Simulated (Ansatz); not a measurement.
## Sr in Ansatz: convergence with smearing width

Input of the first run (smearing width 0.3 eV); the others differ in this setting and in those tied to it:

File input.yaml:

```yaml
crystal:
  lattice:
    - [0.0, 3.04235, 3.04235]
    - [3.04235, 0.0, 3.04235]
    - [3.04235, 3.04235, 0.0]
  atoms:
    - { symbol: Sr, position: [0.0, 0.0, 0.0] }
hamiltonian:
  xc: pbe
  pseudopotentials: { kind: nc, accuracy: standard }
kpoints:
  mp_grid: { grid: [6, 6, 6] }
scf:
  occupations: { method: gaussian, width: 0.3 }
output:
  forces: true
  stress: true
  eigenvalues: true
```

Potentials or basis: PseudoDojo standard (PBE files).

Launch:

```console
$ ansatz run input.yaml --threads 2 --pin off --max-ram 5632MiB --backend cpu --events-out ev --progress --plain --runs-dir out
```

Hardware: 2 threads of Arm Neoverse V2 (shared host).

The values tried are 0.3 eV, 0.2 eV, 0.15 eV, 0.1 eV, 0.05 eV, 0.025 eV, 0.01 eV, 0.005 eV, loosest first. From which on does the energy stay within 1 meV/atom of the tightest run that finished?

From 0.05 eV on.

| smearing width | energy less the tightest run, at zero smearing (meV/atom) | pressure (GPa) | SCF cycles | CPU time (s) | peak memory (GiB) |
| --- | --- | --- | --- | --- | --- |
| 0.3 eV | -11.89 | -0.22 | 6 | 1.1 | 0.31 |
| 0.2 eV | -6.68 | -0.25 | 6 | 1.6 | 0.31 |
| 0.15 eV | -4.55 | -0.27 | 6 | 1 | 0.31 |
| 0.1 eV | -2.68 | -0.30 | 6 | 1.1 | 0.31 |
| 0.05 eV | -0.30 | -0.30 | 6 | 1.4 | 0.31 |
| 0.025 eV | 0.32 | -0.29 | 7 | 1.3 | 0.31 |
| 0.01 eV | 0.02 | -0.26 | 6 | 1.2 | 0.31 |
| 0.005 eV | 0.00 | -0.26 | 6 | 1.2 | 0.31 |

Against the tightest run, the pressure stays within 0.1 GPa from 0.3 eV on. The tightest run that finished is the yardstick and may itself not be fully converged.
